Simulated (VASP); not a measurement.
# CuI (Marshite) (F-43m) in VASP: notebook, part 2 of 2

VASP 6.6.1.

## 3. Relaxation of cell and atoms, RPBE

This run uses another cell than the first one, of 27.86 Å³/atom, 1.008 times its volume.

INCAR

```
SYSTEM = CuI
  ALGO = Normal
  EDIFF = 1E-6
  EDIFFG = -0.01
  ENCUT = 600
  GGA = RP
  IBRION = 2
  ISIF = 3
  ISMEAR = 0
  LASPH = .TRUE.
  LCHARG = .FALSE.
  LREAL = .FALSE.
  LWAVE = .FALSE.
  NELM = 80
  NSW = 90
  PREC = Accurate
  SIGMA = 0.03
```

KPOINTS

```
k-points
0
G
  8 8 8
  0 0 0
```

POSCAR

```
CuI
1.0
    0.0000000000      3.0315000000      3.0315000000
    3.0315000000      0.0000000000      3.0315000000
    3.0315000000      3.0315000000      0.0000000000
Cu I
1 1
Direct
    0.2500000000      0.2500000000      0.2500000000
    0.0000000000      0.0000000000      0.0000000000
```

Potentials or basis: VASP PAW PBE potentials, release 64 (Cu, I).

Command:

```console
cat potpaw_PBE.64/Cu/POTCAR potpaw_PBE.64/I/POTCAR > POTCAR
mpirun -np 1 vasp_std > vasp.out
```

Wall time 54 s (1 thread of AMD EPYC 9R14 (Zen 4), shared host); peak memory 0.19 GiB.

The run converged. Its results:

* Free energy: -4.8632 eV
* Relaxed volume: 29.77 Å³/atom
* Relaxed cell: a = 4.383 Å, b = 4.383 Å, c = 4.383 Å, α = 60.00°, β = 60.00°, γ = 60.00°
* Space group after relaxing (to 0.05 Å): F-43m (No. 216)
* Energy gained by relaxing: 13.1 meV/atom
* Ionic steps: 4
* Pressure after relaxing: 0.0 GPa
* Band gap on the k mesh: 1.11 eV, direct

Step by step:
| step | energy change (eV) | largest force (eV/Å) | pressure (GPa) | volume (Å³) |
| --- | --- | --- | --- | --- |
| 1 | 0.0000 | 0.0000 | 2.34 | 55.72 |
| 2 | -0.0259 | 0.0000 | 0.29 | 59.07 |
| 3 | -0.0261 | 0.0000 | -0.12 | 59.72 |
| 4 | -0.0262 | 0.0000 | -0.03 | 59.53 |

Final structure:
```cif
data_structure
_symmetry_space_group_name_H-M 'P 1'
_symmetry_Int_Tables_number 1
_cell_length_a 4.3829
_cell_length_b 4.3829
_cell_length_c 4.3829
_cell_angle_alpha 60.000
_cell_angle_beta 60.000
_cell_angle_gamma 60.000
_cell_volume 59.53
loop_
_atom_site_label
_atom_site_type_symbol
_atom_site_fract_x
_atom_site_fract_y
_atom_site_fract_z
_atom_site_occupancy
Cu1 Cu 0.25000 0.25000 0.25000 1
I1 I 0.00000 0.00000 0.00000 1
```

Levels at points of the mesh, in eV from the valence-band top:
```csv
k point,band 5,band 6,band 7,band 8,band 9,band 10,band 11,band 12,band 13
"(0.00, 0.00, 0.00)",-1.57,-1.57,0.00,0.00,0.00,1.11,4.96,4.96,4.96
"(0.50, 0.00, 0.00)",-1.54,-1.54,-1.50,-0.60,-0.60,2.19,5.48,5.48,7.45
"(0.50, 0.50, 0.00)",-1.57,-1.52,-1.49,-1.26,-1.26,2.98,2.99,8.92,9.47
```

Caveat: the PAW data sets were made with another functional, which shifts forces and pressure a little; spin-orbit coupling is left out, which moves the levels of the heavy elements. As with any semilocal functional, this RPBE gap is likely too small.

## 4. Relaxation of cell and atoms, RPBE

This run uses another cell than the first one, of 29.77 Å³/atom, 1.077 times its volume.

Changes to INCAR since step 3:

```diff
@@ -2,4 +2,4 @@
   ALGO = Normal
-  EDIFF = 1E-6
-  EDIFFG = -0.01
+  EDIFF = 1E-7
+  EDIFFG = -0.005
   ENCUT = 600
```

KPOINTS is that of step 3.

POSCAR

```
CuI                                     
1.0
   -0.0000000000      3.0991584441      3.0991584441
    3.0991584441      0.0000000000      3.0991584441
    3.0991584441      3.0991584441      0.0000000000
  Cu              I             
     1     1
Direct
     0.2500000000000000    0.2500000000000000    0.2500000000000000
     0.0000000000000000    0.0000000000000000    0.0000000000000000
```

Command:

```console
cat potpaw_PBE.64/Cu/POTCAR potpaw_PBE.64/I/POTCAR > POTCAR
mpirun -np 1 vasp_std > vasp.out
```

It took 30 s on 1 thread of AMD EPYC 9R14 (Zen 4), shared host; peak memory 0.19 GiB.

It converged, with:

```
Free energy                            : -4.8634 eV
Relaxed volume                         : 29.73 Å³/atom
Relaxed cell                           : a = 4.381 Å, b = 4.381 Å, c = 4.381 Å, α = 60.00°, β = 60.00°, γ = 60.00°
Space group after relaxing (to 0.05 Å) : F-43m (No. 216)
Energy gained by relaxing              : 0.0 meV/atom
Ionic steps                            : 2
Pressure after relaxing                : 0.0 GPa
Band gap on the k mesh                 : 1.12 eV, direct
```

Final structure:
```
Cu I
1.0
     0.00000    3.09778    3.09778
     3.09778    0.00000    3.09778
     3.09778    3.09778    0.00000
Cu I
1 1
Direct
  0.25000 0.25000 0.25000
  0.00000 0.00000 0.00000
```

Levels at points of the mesh, in eV from the valence-band top:
```tsv
k point	band 6	band 7	band 8	band 9	band 10	band 11	band 12	band 13
(0.00, 0.00, 0.00)	-1.57	0.00	0.00	0.00	1.12	4.96	4.96	4.96
(0.50, 0.00, 0.00)	-1.55	-1.51	-0.60	-0.60	2.19	5.48	5.48	7.45
(0.50, 0.50, 0.00)	-1.52	-1.49	-1.26	-1.26	2.97	2.99	8.93	9.47
```

Caveat: the PAW data sets were made with another functional, which shifts forces and pressure a little; spin-orbit coupling is left out, which moves the levels of the heavy elements.

## 5. Relaxation of cell and atoms, LDA

This run uses another cell than the first one, of 27.86 Å³/atom, 1.008 times its volume.

INCAR

```
SYSTEM = CuI
PREC = Accurate
ENCUT = 600
EDIFF = 1E-6
ISMEAR = 0
SIGMA = 0.03
LREAL = .False.
LASPH = .True.
NELM = 80
ALGO = Normal
ISIF = 3
LWAVE = .False.
LCHARG = .False.
GGA = CA
IBRION = 2
NSW = 90
EDIFFG = -0.01
```

KPOINTS

```
regular mesh
0
Gamma
  8 8 8
  0 0 0
```

POSCAR

```
CuI
1.0
    0.0000000000      3.0315000000      3.0315000000
    3.0315000000      0.0000000000      3.0315000000
    3.0315000000      3.0315000000      0.0000000000
Cu I
1 1
Direct
    0.2500000000      0.2500000000      0.2500000000
    0.0000000000      0.0000000000      0.0000000000
```

Potentials or basis: VASP PAW LDA potentials, release 64 (Cu, I).

Command:

```console
cat potpaw_LDA.64/Cu/POTCAR potpaw_LDA.64/I/POTCAR > POTCAR
mpirun -np 1 vasp_std > vasp.out
```

It took 31 s on 1 thread of Intel Xeon 6975P-C (Granite Rapids), shared host; peak memory 0.19 GiB.

It converged, with:

* Free energy: -6.9971 eV
* Relaxed volume: 25.25 Å³/atom
* Relaxed cell: a = 4.149 Å, b = 4.149 Å, c = 4.149 Å, α = 60.00°, β = 60.00°, γ = 60.00°
* Space group after relaxing (to 0.05 Å): F-43m (No. 216)
* Energy gained by relaxing: 39.3 meV/atom
* Ionic steps: 4
* Pressure after relaxing: 0.0 GPa
* Band gap on the k mesh: 1.28 eV, direct

The path:
```
step  energy change (eV)  largest force (eV/Å)  pressure (GPa)  volume (Å³)
   1              0.0000                0.0000           -4.15        55.72
   2             -0.0782                0.0000            0.27        50.10
   3             -0.0786                0.0000            0.14        50.34
   4             -0.0786                0.0000           -0.04        50.50
```

Final structure:
```
CELL_PARAMETERS angstrom
0.00000 2.93371 2.93371
2.93371 0.00000 2.93371
2.93371 2.93371 0.00000
ATOMIC_POSITIONS crystal
Cu 0.25000 0.25000 0.25000
I 0.00000 0.00000 0.00000
```

Levels at points of the mesh, in eV from the valence-band top:
| k point | band 7 | band 8 | band 9 | band 10 | band 11 | band 12 |
| --- | --- | --- | --- | --- | --- | --- |
| (0.00, 0.00, 0.00) | 0.00 | 0.00 | 0.00 | 1.28 | 4.75 | 4.75 |
| (0.50, 0.00, 0.00) | -2.28 | -0.89 | -0.89 | 2.15 | 5.33 | 5.33 |
| (0.50, 0.50, 0.00) | -2.27 | -1.92 | -1.92 | 2.42 | 2.78 | 9.76 |

Caveat: spin-orbit coupling is left out, which moves the levels of the heavy elements.

## 6. Relaxation of cell and atoms, LDA

This run uses another cell than the first one, of 25.25 Å³/atom, 0.913 times its volume.

Changes to INCAR since step 5:

```diff
@@ -3,3 +3,3 @@
 ENCUT = 600
-EDIFF = 1E-6
+EDIFF = 1E-7
 ISMEAR = 0
@@ -16,2 +16,2 @@
 NSW = 90
-EDIFFG = -0.01
+EDIFFG = -0.005
```

KPOINTS is that of step 5.

POSCAR

```
CuI                                     
1.0
    0.0000000000      2.9337070710      2.9337070710
    2.9337070710      0.0000000000      2.9337070710
    2.9337070710      2.9337070710     -0.0000000000
  Cu              I             
     1     1
Direct
     0.2500000000000000    0.2500000000000000    0.2500000000000000
     0.0000000000000000    0.0000000000000000    0.0000000000000000
```

Potentials or basis: VASP PAW LDA potentials, release 64 (Cu, I).

Command:

```console
cat potpaw_LDA.64/Cu/POTCAR potpaw_LDA.64/I/POTCAR > POTCAR
mpirun -np 1 vasp_std > vasp.out
```

Run time: 18 s. Hardware: 1 thread of Intel Xeon 6975P-C (Granite Rapids), shared host; peak memory 0.18 GiB.

It converged, with:

```yaml
Free_energy: -6.9964 eV
Relaxed_volume: 25.23 Å³/atom
Relaxed_cell: a = 4.148 Å, b = 4.148 Å, c = 4.148 Å, α = 60.00°, β = 60.00°, γ = 60.00°
Space_group_after_relaxing_to_0.05_Å: F-43m (No. 216)
Energy_gained_by_relaxing: 0.0 meV/atom
Ionic_steps: 2
Pressure_after_relaxing: 0.0 GPa
Band_gap_on_the_k_mesh: 1.28 eV, direct
```

Final structure:
```xyz
2
Lattice="0.0000 2.9330 2.9330 2.9330 0.0000 2.9330 2.9330 2.9330 0.0000" Properties=species:S:1:pos:R:3 pbc="T T T"
Cu    1.4665    1.4665    1.4665
I     2.9330    2.9330    0.0000
```

Levels at points of the mesh, in eV from the valence-band top:
```
           k point  band 5  band 6  band 7  band 8  band 9  band 10  band 11  band 12  band 13
(0.00, 0.00, 0.00)   -2.37   -2.37    0.00    0.00    0.00     1.28     4.75     4.75     4.75
(0.50, 0.00, 0.00)   -2.34   -2.34   -2.29   -0.89   -0.89     2.15     5.33     5.33     7.37
(0.50, 0.50, 0.00)   -2.42   -2.29   -2.27   -1.93   -1.93     2.42     2.78     9.76    10.23
```

Caveat: spin-orbit coupling is left out, which moves the levels of the heavy elements.

## 7. The runs side by side

| level | potentials or basis | cell | target pressure | gap on the mesh (eV) | pressure (GPa) | relaxed volume (Å³/atom) |
| --- | --- | --- | --- | --- | --- | --- |
| PBE | VASP PAW PBE potentials, release 64 (Cu, I) | relaxed to 0.63 GPa | 0.63 GPa | 1.16 | 0.6 | - |
| RPBE | VASP PAW PBE potentials, release 64 (Cu, I) | relaxed | - | 1.12 | 0.0 | 29.73 |
| LDA | VASP PAW LDA potentials, release 64 (Cu, I) | relaxed | - | 1.28 | 0.0 | 25.23 |

Alike in all rows: task relaxation of cell and atoms; no spin polarisation; k mesh 8 × 8 × 8; cutoff (eV) 600; smearing gaussian 0.03 eV.

Caveats: spin-orbit coupling is left out, which moves the levels of the heavy elements; the cell is relaxed towards a set pressure, so the enthalpy falls and the energy may rise (some runs); the PAW data sets were made with another functional, which shifts forces and pressure a little (some runs).

Absolute energies hang on the potentials; compare differences alone.
